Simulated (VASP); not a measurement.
CuO (Tenorite):

```xyz
4
Lattice="2.3447 -1.7134 0.0000 2.3447 1.7134 0.0000 -0.8606 0.0000 5.0594" Properties=species:S:1:pos:R:3 pbc="T T T"
Cu    0.7420   -0.8457    2.5297
Cu    1.1723    0.8457    0.0000
O     1.6421    0.2841    3.8133
O     2.0724   -0.2841    1.2836
```

```yaml
Program: VASP 6.6.1
Task: relaxation of cell and atoms
Functional: PBE
Potentials_or_basis: VASP PAW PBE potentials, release 64 (Cu_GW, O_GW)
Cutoff: 630 eV
k_mesh: 10 × 10 × 5
Occupations: fermi-dirac, width 0.05 eV
Spin: no spin polarisation
```

At the start: pressure 4.7 GPa; volume 10.16 Å³/atom.

Problem. Where does the relaxation end?

Solution. Over 31 steps the energy falls by 52.6 meV/atom and the volume is 11.13 Å³/atom (+9.5 %); space group C2/c (No. 15, to 0.05 Å).

The path:
```csv
step,energy change (eV),largest force (eV/Å),pressure (GPa),volume (Å³)
1,0.0000,0.7590,4.65,40.65
2,-0.0589,0.3064,-2.82,42.41
3,-0.0621,0.2991,-1.65,42.06
4,-0.0778,0.2146,0.75,41.69
5,-0.0794,0.2157,1.82,41.54
6,-0.0938,0.1771,1.43,41.86
7,-0.1241,0.0580,0.58,42.78
8,-0.1233,0.2724,-0.48,44.53
9,-0.1338,0.1257,0.09,43.63
10,-0.1525,0.0665,-0.71,44.05
11,-0.1831,0.1279,-2.88,45.19
12,-0.2025,0.0842,0.60,44.25
13,-0.2027,0.0835,0.94,44.16
14,-0.2063,0.0817,0.28,44.31
15,-0.2066,0.0935,0.06,44.36
16,-0.2076,0.0435,-0.18,44.43
17,-0.2077,0.0405,-0.17,44.45
18,-0.2082,0.0259,0.04,44.38
19,-0.2084,0.0194,0.29,44.33
20,-0.2088,0.0107,0.06,44.42
21,-0.2090,0.0203,-0.05,44.49
22,-0.2090,0.0491,-0.57,44.64
23,-0.2091,0.0327,-0.30,44.56
24,-0.2093,0.0308,-0.25,44.56
25,-0.2098,0.0271,-0.19,44.55
26,-0.2098,0.0286,0.00,44.55
27,-0.2100,0.0266,-0.09,44.55
28,-0.2102,0.0101,-0.02,44.51
29,-0.2103,0.0177,0.10,44.48
30,-0.2103,0.0029,-0.11,44.51
31,-0.2103,0.0096,-0.11,44.50
```

Final structure:
```
Cu O
1.0
     2.11970   -2.03393    0.15101
     2.11970    2.03393    0.15101
    -0.45007    0.00000    5.12901
Cu O
2 2
Cartesian
  2.9295 1.0167 2.7984
  3.1545 -1.0167 0.2339
  1.7568 0.0184 4.0059
  1.9818 -0.0184 1.4413
```

Caveat: the run has no spin polarisation, though such a crystal can be magnetic.
